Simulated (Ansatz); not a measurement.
A run of Ansatz 0.2.0 is set up as follows.

The input input.yaml:

```yaml
crystal:
  lattice:
    - [3.1967, 0.0, 0.0]
    - [-1.59835, 2.7684234083, 0.0]
    - [0.0, 0.0, 5.0578]
  atoms:
    - { symbol: Hf, position: [0.6666666667, 0.3333333333, 0.75] }
    - { symbol: Hf, position: [0.3333333333, 0.6666666667, 0.25] }
hamiltonian:
  xc: blyp
  pseudopotentials: { kind: paw }
kpoints:
  mp_grid: { grid: [10, 10, 5] }
  band_path:
    path:
      - [[0.0, 0.0, 0.0], [0.5, 0.0, 0.0], [0.3333333333, 0.3333333333, 0.0], [0.0, 0.0, 0.0], [0.0, 0.0, 0.5], [0.5, 0.0, 0.5], [0.3333333333, 0.3333333333, 0.5], [0.0, 0.0, 0.5]]
      - [[0.5, 0.0, 0.5], [0.5, 0.0, 0.0]]
      - [[0.3333333333, 0.3333333333, 0.0], [0.3333333333, 0.3333333333, 0.5]]
    npoints: 14
scf:
  occupations: { method: fermi_dirac, width: 0.05 }
  n_extra_bands: 6
output:
  forces: true
  stress: true
  eigenvalues: true
  fatbands: false
```

Potentials or basis: Ansatz PAW.

Run with:

```sh
$ ansatz run input.yaml --threads 2 --pin off --max-ram 5632MiB --backend cpu --events-out ev --progress --plain --runs-dir out
```

Problem. Predict the band gap on the k mesh.

Solution. None (metal or under the smearing width).

Problem. What does it give for the pressure?

Solution. 3.4 GPa.

Stress tensor (GPa, compression positive):
```
3.43 0.00 0.00
0.00 3.43 0.00
0.00 0.00 3.23
```

Caveat: spin-orbit coupling is left out, which moves the levels of the heavy elements; the PAW data sets come from PBE, with cores solved anew for the run's functional, which leaves a small shift of forces and pressure.
